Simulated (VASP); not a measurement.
B6As:

```xyz
14
Lattice="3.0684 1.7716 3.9649 -3.0684 1.7716 3.9649 0.0000 -3.5431 3.9649" Properties=species:S:1:pos:R:3 pbc="T T T"
B     0.0000   -1.0969    1.4094
B    -0.9499    0.5485    1.4094
B     1.6857   -0.9732    7.5976
B     0.0000    1.9465    7.5976
B    -1.6857   -0.9732    7.5976
B     1.6857    0.9732    4.2972
B    -1.6857    0.9732    4.2972
B     0.0000   -1.9465    4.2972
B     0.9499   -0.5485   10.4854
B     0.0000    1.0969   10.4854
B    -0.9499   -0.5485   10.4854
B     0.9499    0.5485    1.4094
As    0.0000    0.0000    7.1435
As    0.0000    0.0000    4.7514
```

The cell is a database's computed one.

* Program: VASP 6.6.1
* Task: relaxation of cell and atoms
* Functional: LDA
* Potentials or basis: VASP PAW LDA potentials, release 64 (B, As)
* Cutoff: 600 eV
* k mesh: 6 × 6 × 6
* Occupations: gaussian, width 0.03 eV
* Spin: no spin polarisation

At the start: pressure -5.7 GPa; volume 9.24 Å³/atom.

**Question.** Where does the relaxation end?

**Answer.** Over 8 steps the energy falls by 4.8 meV/atom and the volume is 8.98 Å³/atom (-2.8 %); space group R-3m (No. 166, to 0.05 Å).

Step by step:
| step | energy change (eV) | largest force (eV/Å) | pressure (GPa) | volume (Å³) |
| --- | --- | --- | --- | --- |
| 1 | 0.0000 | 0.1876 | -5.65 | 129.32 |
| 2 | -0.0147 | 0.4029 | 4.76 | 123.32 |
| 3 | -0.0638 | 0.1233 | -0.32 | 126.07 |
| 4 | -0.0665 | 0.0825 | 0.11 | 125.58 |
| 5 | -0.0669 | 0.0273 | -0.01 | 125.71 |
| 6 | -0.0674 | 0.0201 | 0.03 | 125.67 |
| 7 | -0.0674 | 0.0278 | 0.06 | 125.64 |
| 8 | -0.0675 | 0.0089 | -0.03 | 125.68 |

Final structure:
```
CELL_PARAMETERS angstrom
3.04297 1.75686 3.91814
-3.04297 1.75686 3.91814
0.00000 -3.51372 3.91814
ATOMIC_POSITIONS crystal
B 0.01572 0.01572 0.32434
B 0.01572 0.32434 0.01572
B 0.82206 0.27217 0.82206
B 0.82206 0.82206 0.27217
B 0.27217 0.82206 0.82206
B 0.72783 0.17794 0.17794
B 0.17794 0.72783 0.17794
B 0.17794 0.17794 0.72783
B 0.98428 0.67566 0.98428
B 0.98428 0.98428 0.67566
B 0.67566 0.98428 0.98428
B 0.32434 0.01572 0.01572
As 0.60107 0.60107 0.60107
As 0.39893 0.39893 0.39893
```
